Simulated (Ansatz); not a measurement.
## BaTe: frozen-core PAW against all-electron methods

```
Ba Te
1.0
     0.00000    3.41000    3.41000
     3.41000    0.00000    3.41000
     3.41000    3.41000    0.00000
Ba Te
1 1
Cartesian
  0.0000 0.0000 0.0000
  3.4100 3.4100 3.4100
```

Atoms are numbered in the order listed.

The cell is COD entry 1010423, as deposited and not checked against the literature; nothing was relaxed. It is an old determination, and later ones may differ.

No spin–orbit coupling, which matters for the heavy atoms here.

Methods: DFT, PBE, PAW with Ansatz's default frozen-core files, scalar-relativistic (Ansatz 0.2.0); DFT, PBE, all-electron PAW with datasets made for the crystal, scalar-relativistic (Ansatz 0.2.0); DFT, PBE, all-electron LAPW, scalar-relativistic (Ansatz 0.2.0).

For PAW: a Γ-centred 10×10×10 k mesh, Fermi–Dirac smearing of 0.05 eV, cutoff 420 eV, no spin polarisation. The crystal-made all-electron datasets (AE datasets) take a cutoff of 240 eV at this cell. LAPW targets a basis error of 0.25 meV/atom. The Ansatz runs share mesh, smearing and spin set-up. Plane-wave (PAW) pressures include the program's estimate of the Pulay term.

Stress and pressure are positive in compression.

Levels count from the top of the valence band.

| quantity | PAW | AE datasets | LAPW |
| --- | --- | --- | --- |
| pressure (GPa) | 3.81 | 3.81 | 3.81 |
| band gap (eV) | 1.428 | 1.428 | 1.428 |
| highest filled level at K (eV) | -0.796 | -0.796 | -0.796 |
| lowest empty level at K (eV) | 2.554 | 2.553 | 2.553 |
| highest filled level at X (eV) | -0.341 | -0.341 | -0.341 |
| lowest empty level at X (eV) | 1.428 | 1.428 | 1.428 |
| highest filled level at Γ (eV) | 0.000 | 0.000 | 0.000 |
| lowest empty level at Γ (eV) | 2.965 | 2.964 | 2.964 |
